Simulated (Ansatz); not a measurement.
# Cu (Cmcm) in Ansatz: convergence with wavefunction cutoff

Aim: find how far wavefunction cutoff must go before the results for Cu settle, at PBE. This setting moves, with any that are tied to it; all else stays.

Program: Ansatz 0.2.0. These are calculated values, not measurements. Logs are shortened: lines on timing, memory, paths and dates and some standing lists are left out, and cuts for length are marked.

**1. The crystal as given**

Symmetry: Cmcm, No. 63, orthorhombic system. Conventional cell: a = 2.437 Å, b = 7.953 Å, c = 2.475 Å, α = 90.00°, β = 90.00°, γ = 90.00°. Around Cu (site symmetry m2m) lie 10 Cu at 2.44 to 2.54 Å.

This isn't the form of Cu at room conditions, which is fcc.

**2. With wavefunction cutoff 400 eV**

input.yaml

```yaml
crystal:
  lattice:
    - [1.21846369, -3.9763780104, 0.0]
    - [1.21846369, 3.9763780104, 0.0]
    - [0.0, 0.0, 2.4754955235]
  atoms:
    - { symbol: Cu, position: [0.86613335, 0.13386665, 0.75] }
    - { symbol: Cu, position: [0.13386665, 0.86613335, 0.25] }
hamiltonian:
  xc: pbe
  pseudopotentials: { kind: nc }
kpoints:
  mp_grid: { grid: [9, 9, 9] }
scf:
  occupations: { method: cold, width: 0.1 }
output:
  forces: true
  stress: true
  eigenvalues: true
basis:
  ecutwfc: "400 eV"
```

Potentials or basis: Ansatz NC.

Launch:

```bash
ansatz run input.yaml --threads 2 --pin off --max-ram 5632MiB --backend cpu --events-out ev --progress --plain --runs-dir out
```

Wall time 2.4 s (2 threads of Arm Neoverse V1, shared host); peak memory 0.26 GiB.

Results:

```
Free energy            : -9929.2353 eV
Pressure               : -97.2 GPa
Largest force          : 1.951 eV/Å
Band gap on the k mesh : none (metal or under the smearing width)
```

**3. With wavefunction cutoff 500 eV**

Edit input.yaml of step 2 so:

```diff
@@ -20,2 +20,2 @@
 basis:
-  ecutwfc: "400 eV"
+  ecutwfc: "500 eV"
```

Potentials or basis: Ansatz NC.

Launch:

```bash
ansatz run input.yaml --threads 2 --pin off --max-ram 5632MiB --backend cpu --events-out ev --progress --plain --runs-dir out
```

It took 2.6 s on 2 threads of Arm Neoverse V1, shared host; peak memory 0.28 GiB.

Results:

```
Free energy            : -10143.9205 eV
Pressure               : 45.2 GPa
Largest force          : 0.952 eV/Å
Band gap on the k mesh : none (metal or under the smearing width)
```

**4. With wavefunction cutoff 600 eV**

Edit input.yaml of step 3 so:

```diff
@@ -20,2 +20,2 @@
 basis:
-  ecutwfc: "500 eV"
+  ecutwfc: "600 eV"
```

Launch:

```bash
ansatz run input.yaml --threads 2 --pin off --max-ram 5632MiB --backend cpu --events-out ev --progress --plain --runs-dir out
```

It took 2.8 s on 2 threads of Arm Neoverse V1, shared host; peak memory 0.29 GiB.

Results:

```
Free energy            : -10252.2174 eV
Pressure               : -13.8 GPa
Largest force          : 1.183 eV/Å
Band gap on the k mesh : none (metal or under the smearing width)
```

**5. With wavefunction cutoff 700 eV**

Edit input.yaml of step 4 so:

```diff
@@ -20,2 +20,2 @@
 basis:
-  ecutwfc: "600 eV"
+  ecutwfc: "700 eV"
```

Launch:

```bash
ansatz run input.yaml --threads 2 --pin off --max-ram 5632MiB --backend cpu --events-out ev --progress --plain --runs-dir out
```

It took 3.6 s on 2 threads of Arm Neoverse V1, shared host; peak memory 0.31 GiB.

Results:

| Quantity | Value |
| --- | --- |
| Free energy | -10300.2077 eV |
| Pressure | -1.9 GPa |
| Largest force | 0.503 eV/Å |
| Band gap on the k mesh | none (metal or under the smearing width) |

**6. With wavefunction cutoff 850 eV**

Edit input.yaml of step 5 so:

```diff
@@ -20,2 +20,2 @@
 basis:
-  ecutwfc: "700 eV"
+  ecutwfc: "850 eV"
```

Potentials or basis: Ansatz NC.

Launch:

```bash
ansatz run input.yaml --threads 2 --pin off --max-ram 5632MiB --backend cpu --events-out ev --progress --plain --runs-dir out
```

Run time: 4.2 s. Hardware: 2 threads of Arm Neoverse V1, shared host; peak memory 0.34 GiB.

It converged, with:

```yaml
Free_energy: -10323.0882 eV
Pressure: 6.0 GPa
Largest_force: 0.064 eV/Å
Band_gap_on_the_k_mesh: none (metal or under the smearing width)
```

**7. With wavefunction cutoff 1000 eV**

Edit input.yaml of step 6 so:

```diff
@@ -20,2 +20,2 @@
 basis:
-  ecutwfc: "850 eV"
+  ecutwfc: "1000 eV"
```

Launch:

```bash
ansatz run input.yaml --threads 2 --pin off --max-ram 5632MiB --backend cpu --events-out ev --progress --plain --runs-dir out
```

Run time: 7.2 s. Hardware: 2 threads of Arm Neoverse V1, shared host; peak memory 0.38 GiB.

It converged, with:

* Free energy: -10326.6549 eV
* Pressure: 6.5 GPa
* Largest force: 0.060 eV/Å
* Band gap on the k mesh: none (metal or under the smearing width)

**8. With wavefunction cutoff 1200 eV**

Edit input.yaml of step 7 so:

```diff
@@ -20,2 +20,2 @@
 basis:
-  ecutwfc: "1000 eV"
+  ecutwfc: "1200 eV"
```

Launch:

```bash
ansatz run input.yaml --threads 2 --pin off --max-ram 5632MiB --backend cpu --events-out ev --progress --plain --runs-dir out
```

Run time: 9.3 s. Hardware: 2 threads of Arm Neoverse V1, shared host; peak memory 0.43 GiB.

It converged, with:

- Free energy: -10326.9839 eV
- Pressure: 6.7 GPa
- Largest force: 0.047 eV/Å
- Band gap on the k mesh: none (metal or under the smearing width)

**9. With wavefunction cutoff 1400 eV**

Edit input.yaml of step 8 so:

```diff
@@ -20,2 +20,2 @@
 basis:
-  ecutwfc: "1200 eV"
+  ecutwfc: "1400 eV"
```

Potentials or basis: Ansatz NC.

Launch:

```bash
ansatz run input.yaml --threads 2 --pin off --max-ram 5632MiB --backend cpu --events-out ev --progress --plain --runs-dir out
```

Run time: 9.3 s. Hardware: 2 threads of Arm Neoverse V1, shared host; peak memory 0.49 GiB.

It converged, with:

| Item | Value |
| --- | --- |
| Free energy | -10326.9859 eV |
| Pressure | 6.7 GPa |
| Largest force | 0.047 eV/Å |
| Band gap on the k mesh | none (metal or under the smearing width) |

**10. With wavefunction cutoff 1700 eV**

Edit input.yaml of step 9 so:

```diff
@@ -20,2 +20,2 @@
 basis:
-  ecutwfc: "1400 eV"
+  ecutwfc: "1700 eV"
```

Potentials or basis: Ansatz NC.

Launch:

```bash
ansatz run input.yaml --threads 2 --pin off --max-ram 5632MiB --backend cpu --events-out ev --progress --plain --runs-dir out
```

The program printed:

```text
Warning: RAYON_NUM_THREADS=2 ignored (pool sized by the plan → 2); use --threads N
Engine: ansatz 0.2.0, aarch64-unknown-linux-gnu
Pseudopotentials: kind: nc
Pseudopotential: Cu, nc, valence charge 19, recommended cutoff 1251.723767 eV (normal), Cu.nc.azcp
Functional definition: PBE
  parameter kappa = 0.804
  parameter beta = 0.06672455060314922
  exchange = pbe_x(kappa = kappa, mu = beta*pi^2/3)
  correlation = pbe_c(beta = beta)
Crystal: 2 atoms, lattice volume = 23.988 Å³
Basis set: ecut = 1700 eV, 3807 PW (Γ), exchange–correlation on 120×120×72 points (8 copies of the dense FFT grid, shifted against one another)
Bands: 23, of which v1, the nominal top of the filled ones, is band 19 counted from 1 (18 counted from 0)
Symmetry: 8 space group operations
Space group: Cmcm (ITA 63), of the structure as read, at distance tolerance 2.9e-5 Å
k-points: 125 of 729
Non-local potential: Cu, projectors of the file, l = 0: 2, l = 1: 2, l = 2: 2, l = 3: 1
Initial density: superposition of atomic densities (chi_scale 0.1, normalization cell)
Initial wavefunctions: pseudopotential atomic-orbital guess
Functional: x = pbe(κ = 0.804, μ = 0.2195149727645171), c = pbe(β = 0.06672455060314922)
SCF iter   1: F=—  HF=-10328.502407 eV  |F-HF|=—  |Δ(HF+E_count)|=         —  Δρ=2.03e-1  dr2=6.58e0  ethr=3.10e-3  ⟨swp⟩=4.8  Hψ=10838  notcnv=0
preconditioner: auto → none  [metal: Δε(μ)=0.053 eV  Ē_g=9.630 eV  σ=0.100 eV  W_gap=0.38  n_scr=8 (ndim 8)  ℏωp=35.6 eV  f_vac=0.000  D(μ)=1.15/eV (n_scr^D=8)  sad-step TF]
SCF iter   2: F=—  HF=-10327.030402 eV  |F-HF|=—  |Δ(HF+E_count)|=    1.47e0  S|Δr|=    0.00e0  Δρ=5.57e-2  dr2=1.87e-1  ethr=3.10e-3  ⟨swp⟩=3.6  Hψ=7464  notcnv=0  defer=12
SCF iter   3: F=—  HF=-10326.991830 eV  |F-HF|=—  |Δ(HF+E_count)|=   3.86e-2  S|Δr|=    0.00e0  Δρ=2.04e-2  dr2=3.62e-2  ethr=4.93e-4  ⟨swp⟩=3.0  Hψ=6501  notcnv=0  defer=17
SCF iter   4: F=—  HF=-10326.987622 eV  |F-HF|=—  |Δ(HF+E_count)|=   4.21e-3  S|Δr|=    0.00e0  Δρ=3.69e-3  dr2=4.44e-3  ethr=9.52e-5  ⟨swp⟩=2.5  Hψ=5318  notcnv=0  defer=17
SCF iter   5: F=—  HF=-10326.986379 eV  |F-HF|=—  |Δ(HF+E_count)|=   1.24e-3  S|Δr|=    0.00e0  Δρ=1.91e-3  dr2=1.18e-4  ethr=1.17e-5  ⟨swp⟩=2.0  Hψ=4130  notcnv=0  defer=17
SCF iter   6: F=—  HF=-10326.986391 eV  |F-HF|=—  |Δ(HF+E_count)|=   1.17e-5  S|Δr|=    0.00e0  Δρ=1.67e-4  dr2=3.26e-6  ethr=3.10e-7  ⟨swp⟩=2.6  Hψ=5164  notcnv=0  defer=17
SCF iter   7: F=—  HF=-10326.986720 eV  |F-HF|=—  |Δ(HF+E_count)|=   3.29e-4  S|Δr|=    0.00e0  Δρ=1.80e-5  dr2=1.62e-8  ethr=2.63e-10  ⟨swp⟩=5.1  Hψ=14593  notcnv=0
SCF iter   8: F=-10326.986720 eV  HF=-10326.986720 eV  |F-HF|=4.66e-10  |Δ(HF+E_count)|=   9.67e-9  S|Δr|=    0.00e0  Δρ=2.27e-6  dr2=6.25e-10  ethr=4.27e-11  ⟨swp⟩=2.1  Hψ=9687  notcnv=0
SCF 1 converged in 8 iterations: F = -10326.986720 eV  dr2 = 6.25e-10
SCF converged after 8 iterations
Stability not checked: this state was not tested for a lower state beside it, because cold or Methfessel-Paxton smearing, or corrected tetrahedra, fill the levels in a way that the test cannot read (fill_not_monotonic; see scf.lower_state_search)
Free energy (F): -10326.986720 eV
Harris-Foulkes:  -10326.986720 eV  (|F-HF|=4.66e-10)
Internal energy: -10326.986923 eV  (E = F + TS)
E sigma→0 (E₀):  -10326.986788 eV
Entropy (-TS):   0.000203 eV (0.101 meV/atom)
Fermi energy:    16.998819 eV
--- Per-component energies (eV) ---
  E_band       = -709.840958
  E_kinetic    = 4745.335814
  E_local      = -8622.543228  (includes V_loc(G=0)·N_el)
  E_nonlocal   = -1829.462785
  E_hartree    = 3155.468305
  E_xc         = -1270.663001
  E_vxc        = -1314.109717  (∫ρ·V_xc dr)
  E_ewald      = -6505.122028
  E_smearing   = 0.000203  (= −TS)
  E_closure    = 0.000000  (closes the sum)
  Σ components = -10326.986720   (vs F -10326.986720, Δ=0.00e0)
--- Forces (eV/Å), atoms counted from 1 ---
  atom   1  Cu     0.00000000    -0.04713631    -0.00000000
  atom   2  Cu     0.00000000     0.04713631     0.00000000
  max |Σ_I F_I| component: 0.00e0 eV/Å
--- Stress (GPa, compression-positive) ---
        7.141369      -0.000000       0.000000
       -0.000000       5.595364       0.000000
        0.000000       0.000000       7.292594
  P = ⅓ Tr σ = 6.6764 GPa (66.764 kbar)
--- Band table (eV; the first three rows and the last of 125) ---
  k-point 0: bands = ["-95.5757", "-95.5573", "-53.0240", "-52.9267", "-52.9006", "-52.8895", "-52.8773", "-52.8638", "7.7043", "12.0408", "12.8188", "13.3036", "14.0135", "14.2807", "14.7159", "15.0274", "15.2338", "15.3745", "15.6101", "16.9033", "21.8035", "31.7255", "35.3779"]
  k-point 1: bands = ["-95.5743", "-95.5570", "-53.0194", "-52.9352", "-52.9034", "-52.9003", "-52.8761", "-52.8634", "8.0240", "12.2257", "12.8577", "13.3385", "13.9404", "14.3434", "14.6874", "14.9133", "14.9921", "15.2824", "15.3444", "17.8804", "21.9102", "28.8235", "35.7735"]
  k-point 2: bands = ["-95.5705", "-95.5564", "-53.0066", "-52.9564", "-52.9278", "-52.9119", "-52.8731", "-52.8627", "8.9503", "12.6616", "12.9608", "13.3490", "13.7774", "14.1894", "14.5890", "14.6950", "14.7595", "15.3023", "15.3362", "19.6034", "22.2669", "24.7766", "33.7851"]
  k-point 124: bands = ["-95.5597", "-95.5590", "-53.0185", "-53.0164", "-52.9267", "-52.9238", "-52.8667", "-52.8620", "11.8684", "12.0136", "13.3264", "13.4979", "14.5770", "14.6038", "14.9972", "15.0447", "15.1662", "15.4533", "15.5190", "16.4177", "20.8705", "21.5044", "33.6994"]
```

Wall time 13 s (2 threads of Arm Neoverse V1, shared host); peak memory 0.59 GiB.

What came out:

- Free energy: -10326.9867 eV
- Pressure: 6.7 GPa
- Largest force: 0.047 eV/Å
- Band gap on the k mesh: none (metal or under the smearing width)

**11. Result**

| wavefunction cutoff | energy less the tightest run, at zero smearing (meV/atom) | pressure (GPa) | largest force (eV/Å) | SCF cycles | CPU time (s) | peak memory (GiB) |
| --- | --- | --- | --- | --- | --- | --- |
| 400 eV | 198875.79 | -97.22 | 1.951 | 9 | 4.6 | 0.26 |
| 500 eV | 91533.13 | 45.23 | 0.952 | 8 | 5 | 0.28 |
| 600 eV | 37384.78 | -13.76 | 1.183 | 8 | 5.5 | 0.29 |
| 700 eV | 13389.59 | -1.85 | 0.503 | 8 | 7.1 | 0.31 |
| 850 eV | 1949.27 | 5.98 | 0.064 | 7 | 8.3 | 0.34 |
| 1000 eV | 165.91 | 6.48 | 0.060 | 8 | 14 | 0.38 |
| 1200 eV | 1.42 | 6.67 | 0.047 | 8 | 19 | 0.43 |
| 1400 eV | 0.41 | 6.68 | 0.047 | 8 | 18 | 0.49 |
| 1700 eV | 0.00 | 6.68 | 0.047 | 8 | 25 | 0.59 |

Against the tightest run, the energy stays within 1 meV/atom from 1400 eV on; the pressure stays within 0.1 GPa from 1200 eV on; the largest force stays within 0.005 eV/Å from 1200 eV on. The tightest run that finished is the yardstick and may itself not be fully converged.
